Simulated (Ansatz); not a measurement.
The system is PtS2.

```xyz
3
Lattice="3.5432 0.0000 0.0000 -1.7716 3.0685 0.0000 0.0000 0.0000 5.0388" Properties=species:S:1:pos:R:3 pbc="T T T"
Pt    0.0000    0.0000    0.0000
S     1.7716    1.0228    3.8950
S     0.0000    2.0457    1.1438
```

Base run:

```yaml
Program: Ansatz 0.2.0
Functional: PBE
Potentials_or_basis: Ansatz PAW
Cutoff: 420 eV
Density_cutoff: 1680 eV
k_mesh: 9 × 9 × 5
Occupations: fermi-dirac, width 0.05 eV
Spin: no spin polarisation
```

Its results: band gap on the k mesh 1.02 eV, indirect (least direct gap 1.07 eV); pressure 11.6 GPa; largest force 1.257 eV/Å.

Problem. The run is repeated on the same cell with these changes: functional from PBE to LDA. What comes out?

Solution. Band gap on the k mesh 0.90 eV, indirect (least direct gap 0.95 eV); pressure 3.6 GPa; largest force 0.805 eV/Å.

LDA binds more tightly than PBE, so the same cell stands under less pressure.

Caveats: spin-orbit coupling is left out, which moves the levels of the heavy elements; forces of over 1 eV/Å show positions far from the minimum, so gaps and moduli don't describe the material at rest (some runs); the PAW data sets come from PBE, with cores solved anew for the run's functional, which leaves a small shift of forces and pressure (some runs).

Not every run made on this cell is shown here.
